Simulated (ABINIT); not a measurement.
Set up this calculation in ABINIT 10.8.3 (patched build), as the native input.

```yaml
Task: band structure
Functional: PW91
Potentials_or_basis: JTH PAW PBE v2.0
Cutoff: 626 eV
k_mesh: 8 × 8 × 8
Occupations: fermi-dirac, width 0.05 eV
Spin: no spin polarisation
Fine-grid_cutoff: 1224.51 eV
Exchange_and_correlation_inside_the_PAW_spheres: full angular mesh (pawxcdev 0, this build's default; the released program takes 1)
```

Crystal: PbF2 (Fluorocronite).

```
CELL_PARAMETERS angstrom
0.00000 2.96366 2.96366
2.96366 0.00000 2.96366
2.96366 2.96366 0.00000
ATOMIC_POSITIONS crystal
Pb 0.00000 0.00000 0.00000
F 0.75000 0.75000 0.75000
F 0.25000 0.25000 0.25000
```

One way to write it, as run:

run.abi

```
# Datasets: ground state, then fixed potential
ndtset 2

# Pseudopotentials
pp_dirpath "./"
pseudos "Pb.GGA_PBE-JTH.xml, F.GGA_PBE-JTH.xml"

# Structure
acell 3*1.0
rprim
     0.0000000000     5.6005057265     5.6005057265
     5.6005057265     0.0000000000     5.6005057265
     5.6005057265     5.6005057265     0.0000000000
ntypat 2
znucl 82 9
natom 3
typat 1 2 2
xred
     0.0000000000     0.0000000000     0.0000000000
     0.7500000000     0.7500000000     0.7500000000
     0.2500000000     0.2500000000     0.2500000000

# Plane-wave basis
ecut 23.0
pawecutdg 45.0

# Exchange and correlation
ixc -109134

# Bands and occupations
occopt 3
tsmear 0.05 eV

# SCF cycle
nstep 100

# Output
iomode 3
prtwf 0
prteig 0
prtebands 0
enunit 1
prtden1 1

# Dataset 1
kptopt1 1
ngkpt1 8 8 8
nshiftk1 1
shiftk1 0.0 0.0 0.0
nband1 18
tolvrs1 1.0e-9

# Dataset 2: bands along G-X-W-K-G-L-U-W-L-K
iscf2 -2
getden2 1
nband2 22
nbdbuf2 2
tolwfr2 1.0e-12
kptopt2 -9
ndivsm2 8
prteig2 1
kptbounds2
     0.0000000000     0.0000000000     0.0000000000
     0.5000000000     0.0000000000     0.5000000000
     0.5000000000     0.2500000000     0.7500000000
     0.3750000000     0.3750000000     0.7500000000
     0.0000000000     0.0000000000     0.0000000000
     0.5000000000     0.5000000000     0.5000000000
     0.6250000000     0.2500000000     0.6250000000
     0.5000000000     0.2500000000     0.7500000000
     0.5000000000     0.5000000000     0.5000000000
     0.3750000000     0.3750000000     0.7500000000
```

Potentials or basis: JTH PAW PBE v2.0.

Run with:

```console
$ abinit run.abi > log 2>&1
```

Results of the run:

```yaml
Pressure: 2.0 GPa
Band_gap_on_the_k_mesh: 4.44 eV, indirect (least direct gap 4.58 eV)
Band_gap_along_the_path: 4.44 eV, indirect (least direct gap 4.58 eV)
Valence_electrons_inside_the_program's_atomic_spheres: Pb 11.25; F 5.63
```

Caveat: the PAW data sets were made with another functional, which shifts forces and pressure a little; spin-orbit coupling is left out, which as a rule narrows the gap of such compounds by several tenths of an eV.

Run time: 4.1 min on 1 thread of Arm Neoverse V1 (shared host), peak memory 0.2 GiB.
